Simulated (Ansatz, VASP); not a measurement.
# Pb: VASP beside Ansatz

```
Pb
1.0
     0.00000    2.60171    2.60171
     2.60171    0.00000    2.60171
     2.60171    2.60171    0.00000
Pb
2
Direct
  0.87500 0.87500 0.87500
  0.12500 0.12500 0.12500
```

Change from the starting cell: volume scaled by 0.4, norm-conserving files.

Alike in both runs: task single point; functional PBE; k mesh 11 × 11 × 11; occupations fermi-dirac, width 0.1 eV; no spin polarisation.

```csv
,VASP,Ansatz
version,VASP 6.6.1,Ansatz 0.2.0
potentials or method,"VASP PAW PBE potentials, release 64 (Pb_d)","norm-conserving pseudopotentials, scalar-relativistic"
plane-wave cutoff (eV),520,850
valence electrons in the cell,28,28
```

|  | VASP | Ansatz | Ansatz less VASP |
| --- | --- | --- | --- |
| pressure (GPa) | 218.3 | 219.1 | +0.82 |

Caveats: the cell as given lies far from equilibrium; so large a pressure means that the cell lies far from this level's equilibrium, or that cutoff or potentials fall short (VASP). Spin-orbit coupling is left out, which matters for the levels of Pb.
